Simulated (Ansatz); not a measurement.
# SiC under changes of volume

One of the cells (10.313 Å³/atom); the others are scaled copies at fixed shape and fractional positions:

```
Si C
1.0
     3.07569    0.00000    0.00000
    -1.53785    2.66363    0.00000
     0.00000    0.00000   10.07065
Si C
4 4
Direct
  0.00000 0.00000 0.18789
  0.00000 0.00000 0.68789
  0.33333 0.66667 0.43784
  0.66667 0.33333 0.93784
  0.00000 0.00000 0.00046
  0.00000 0.00000 0.50046
  0.33333 0.66667 0.24980
  0.66667 0.33333 0.74980
```

The cell is a database's computed one.

```yaml
Program: Ansatz 0.2.0
Functional: PBE
Potentials_or_basis: PseudoDojo stringent (PBE files)
Cutoff: 1116 eV
Density_cutoff: 4463 eV
k_mesh: 10 × 10 × 3
Occupations: fermi-dirac, width 0.05 eV
Spin: no spin polarisation
```

```tsv
volume (Å³/atom)	energy over the lowest point (meV/atom)	pressure (GPa)	gap on the mesh (eV)	largest force (eV/Å)
9.694	46.64	19.8	2.24	0.028
9.900	24.95	14.0	2.24	0.020
10.107	10.38	8.7	2.24	0.013
10.313	2.26	4.0	2.23	0.008
10.519	0.00	-0.4	2.23	0.004
10.726	?	?	?	?
10.932	10.96	-7.9	2.22	0.012
```

**Question.** What does the run at 10.726 Å³/atom give?

**Answer.** Energy over the lowest point 3.07 meV/atom; pressure -4.3 GPa; gap on the mesh 2.22 eV; largest force 0.006 eV/Å.

Worked out: A Birch-Murnaghan fit of order 3 (a polynomial in V^(-2/3)) to the other rows has its minimum at 10.50 Å³/atom with B0 = V·E''(V) = 212 GPa and B' = 3.9 at fixed shape and positions, which overstates the stiffness. It gives 3.08 meV/atom at 10.726 Å³/atom, against the run's 3.07, and -dE/dV = -4.3 GPa, against -4.3. A straight line through the other rows of the gap, of slope -0.178 eV per unit of ln V, gives 2.23 eV, against the run's 2.22.

Energies are extrapolated to zero smearing.

Caveats: odd divisions of the mesh miss points on the zone boundary, where band edges often lie, so the gap on the mesh can be too wide.

A mesh can miss the band edges.
